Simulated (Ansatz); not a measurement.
Computed with Ansatz, DFT PBE, scalar-relativistic, plane waves, PAW. Cutoff 420 eV, Γ-centred meshes of about 0.25 Å⁻¹ or finer for metals and 0.3 Å⁻¹ for insulators (2π included), Gaussian smearing. No spin polarisation.

Temperature and zero-point effects are left out.

Two relaxed structures of Al4N3:

A.

```
CELL_PARAMETERS angstrom
4.38159 0.00000 0.00000
0.00000 4.38159 0.00000
0.00000 0.00000 4.38159
ATOMIC_POSITIONS crystal
Al 0.75360 0.75360 0.24640
Al 0.24640 0.24640 0.24640
Al 0.75360 0.24640 0.75360
Al 0.24640 0.75360 0.75360
N 0.50000 0.00000 0.50000
N 0.00000 0.50000 0.50000
N 0.50000 0.50000 0.00000
```

B.

```
CELL_PARAMETERS angstrom
1.45087 0.83766 9.17823
-1.45087 0.83766 9.17823
0.00000 -1.67531 9.17823
ATOMIC_POSITIONS crystal
Al 0.87148 0.87148 0.87148
Al 0.29065 0.29065 0.29065
Al 0.12852 0.12852 0.12852
Al 0.70935 0.70935 0.70935
N 0.58149 0.58149 0.58149
N 0.41851 0.41851 0.41851
N 0.00000 0.00000 0.00000
```

Question: Which is lower in energy, and by how much?

Answer: B is lower, by 71 meV/atom. A has space group P-43m (No. 215), 12.0 Å³/atom and no gap on its mesh; B has space group R-3m (No. 166), 9.6 Å³/atom and no gap. Counting N atoms around Al (those within 1.25 times the shortest such distance or 1.15 times the sum of covalent radii; a slash parts the counts of unlike sites), A has Al 3 and B has Al 3/6. The denser one is the lower, and pressure would at first widen the difference. Both come from trial cells of a structure search, whose lowest cell (P3m1, 11.8 Å³/atom) lies 98 meV/atom below the lower of the two.

In P-43m, R-3m an odd number of electrons in the primitive cell allows no gap without spin; a larger cell or a magnetic state could open one. Trial moments fell under 0.15 μB along the way in P-43m and R-3m; another start might hold them. Cells relaxed within their symmetry can be saddle points. Some candidate types were left out of the draw beforehand, so a known form may be missing.
